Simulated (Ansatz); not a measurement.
# MoS2: the cost of one run

Program: Ansatz 0.2.0. Level of theory: DFT PBE+D3(BJ), scalar-relativistic, plane waves, PAW. These are calculated values, not measurements.

The COD entry's cell or inner coordinates are ideal or old and differ from later refinements, so a difference from it is no clean test against experiment.

41 further runs of the same task are left out: 41 set aside as unsound or not needed.

## Step 1: Starting point

The structure is trigonal, space group R-3m (No. 166). Conventional cell: a = 3.134 Å, b = 3.134 Å, c = 17.865 Å, α = 90.00°, β = 90.00°, γ = 120.00°. Around Mo (site symmetry -3m) lie 6 S at 2.42 Å. Around S (site symmetry 3m) lie 3 Mo at 2.42 Å.

As a file:

```
Mo S
1.0
     1.56712    0.90477    5.95499
    -1.56712    0.90477    5.95499
     0.00000   -1.80955    5.95499
Mo S
1 2
Direct
  0.00000 0.00000 0.00000
  0.75637 0.75637 0.75637
  0.24363 0.24363 0.24363
```

This cell was relaxed beforehand with the same method: volume 16.89 Å³/atom, gap on the mesh none (metal).

## Step 2: The scan

Rigid slide and opening across a plane, one cut a cell; the plane is (0 0 1) of the conventional cell, and the faces at the cut hold S and S.

The axes are (1) slide along a1 + a2 (5.429 Å): 12 values from 0.000 to 0.917, periodic; (2) opening across the cut: 7 values from −0.3 to 3.2 Å.

Nothing else is relaxed (rigid halves). Energies count from the perfect crystal. Points are written as (first, second).

## Step 3: Point (0.000, 0.7 Å)

input.yaml reads:

```yaml
crystal:
  lattice:
    - [-3.1342314962, 0.0, 0.0]
    - [-1.5671157481, -2.7143240971, 0.0]
    - [0.0, 0.0, 18.5649660053]
  atoms:
    - { symbol: Mo, position: [0.6666666667, 0.6666666667, 0.1603984668] }
    - { symbol: Mo, position: [1.0, 0.0, 0.8019281811] }
    - { symbol: Mo, position: [0.3333333333, 0.3333333333, 0.4811633239] }
    - { symbol: S, position: [0.6666666667, 0.6666666667, 0.8882496431] }
    - { symbol: S, position: [1.0, 0.0, 0.5674847859] }
    - { symbol: S, position: [0.3333333333, 0.3333333333, 0.2467199288] }
    - { symbol: S, position: [0.6666666667, 0.6666666667, 0.394841862] }
    - { symbol: S, position: [1.0, 0.0, 0.0740770048] }
    - { symbol: S, position: [0.3333333333, 0.3333333333, 0.7156067191] }
basis:
  ecutwfc: 420
kpoints:
  mp_grid: { grid: [14, 14, 3] }
hamiltonian:
  xc: pbe
  pseudopotentials: { kind: paw, azcp: { folder: soft_1 } }
  dispersion: d3bj
scf:
  occupations: { method: gaussian, width: 0.15 }
output:
  forces: true
  stress: true
  eigenvalues: true
```

The run is started by

```console
$ ansatz run input.yaml --threads 4 --pin off --max-ram 8192MiB --backend cpu --events-out ev --progress --plain --runs-dir out
```

Q: Estimate wall time and peak memory on 4 threads of Intel Xeon 6975P-C (Granite Rapids), shared host.

About 5.4 s, with a peak of 0.74 GiB.
